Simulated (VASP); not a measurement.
Input of a VASP 6.6.1 run:

POSCAR

```
ZnO
1.0
    3.2352047606      0.0000000000      0.0000000000
   -1.6176023803      2.8017695091      0.0000000000
    0.0000000000      0.0000000000      5.2113589508
Zn O
2 2
Direct
    0.3333333333      0.6666666667      0.4996911392
    0.6666666667      0.3333333333     -0.0003088608
    0.6666666667      0.3333333333      0.3793188608
    0.3333333333      0.6666666667      0.8793188608
```

INCAR.step1

```
SYSTEM = ZnO
PREC = Accurate
ENCUT = 520
ISMEAR = 0
SIGMA = 0.02
LREAL = .False.
LASPH = .True.
NELM = 100
NBANDS = 26
GGA = PE
ALGO = Normal
EDIFF = 1E-4
LWAVE = .True.
LCHARG = .False.
```

File INCAR.step2:

```
SYSTEM = ZnO
PREC = Accurate
ENCUT = 520
EDIFF = 1E-6
ISMEAR = 0
SIGMA = 0.02
LREAL = .False.
LASPH = .True.
NELM = 100
ALGO = Normal
ISIF = 2
LWAVE = .False.
LCHARG = .False.
METAGGA = R2SCAN
LMIXTAU = .True.
NBANDS = 26
ISTART = 1
```

The input KPOINTS:

```
regular mesh
0
Gamma
  9 9 6
  0 0 0
```

Potentials or basis: VASP PAW PBE potentials, release 64 (Zn, O).

Launch:

```sh
$ cat potpaw_PBE.64/Zn/POTCAR potpaw_PBE.64/O/POTCAR > POTCAR
$ cp INCAR.step1 INCAR
$ mpirun -np 1 vasp_std > vasp.out
$ cp INCAR.step2 INCAR
$ mpirun -np 1 vasp_std > vasp.out
```

Question: Estimate the band gap on the k mesh.

Answer: 1.23 eV, direct.

Question: What does it give for the largest force?

Answer: 0.010 eV/Å.

Question: What does it give for the pressure?

Answer: 1.0 GPa.

Stress tensor (GPa, compression positive):
```
0.99 0.00 0.00
0.00 0.99 0.00
0.00 0.00 1.11
```

Caveat: the PAW data sets were made with another functional, which shifts forces and pressure a little.

**Measured values to compare with.**

“Electronic structure of alkaline earth and post-transition metal oxides”, 2009, arxiv:0908.1581 quotes, for a bulk crystal of ZnO: band gap 3.37 eV.

A measured gap of ZnO is 3.37 eV (quoted in “Electronic structure of alkaline earth and post-transition metal oxides”, 2009, arxiv:0908.1581); the calculated 1.23 eV misses it by -2.14 eV. So large a miss can be the level of theory's own, or it may mean another phase, state or a wrong row. The value is that of r2SCAN, without temperature or zero-point motion.
